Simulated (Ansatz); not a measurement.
ZrC:

```xyz
2
Lattice="0.0000 2.3650 2.3650 2.3650 0.0000 2.3650 2.3650 2.3650 0.0000" Properties=species:S:1:pos:R:3 pbc="T T T"
Zr    2.3650    2.3650    2.3650
C     0.0000    0.0000    0.0000
```

| Property | Result |
| --- | --- |
| Program | Ansatz 0.2.0 |
| Task | relaxation of cell and atoms |
| Functional | PBEsol |
| Potentials or basis | Ansatz PAW |
| Cutoff | 420 eV (not typed: the program's choice for these potentials) |
| k mesh | 10 × 10 × 10 |
| Occupations | fermi-dirac, width 0.05 eV |
| Spin | no spin polarisation |

At the start: volume 13.23 Å³/atom.

Problem. How do energy, volume and symmetry change on relaxing?

Solution. It ends after 4 steps and the volume is 12.72 Å³/atom (-3.8 %); space group Fm-3m (No. 225, to 0.05 Å).

Step by step:
```csv
step,energy change (eV),largest force (eV/Å),volume (Å³)
1,0.0000,0.0000,26.46
2,-0.0286,0.0000,25.51
3,-0.0288,0.0000,25.45
4,-0.0277,0.0000,25.45
```

Final structure:
```
Zr C
1.0
     0.00000    2.33458    2.33458
     2.33458    0.00000    2.33458
     2.33458    2.33458    0.00000
Zr C
1 1
Cartesian
  2.3346 2.3346 2.3346
  0.0000 0.0000 0.0000
```

Caveat: the plane-wave basis is chosen anew once the cell has moved, so the energies of steps on either side of that aren't comparable; the PAW data sets come from PBE, with cores solved anew for the run's functional, which leaves a small shift of forces and pressure.
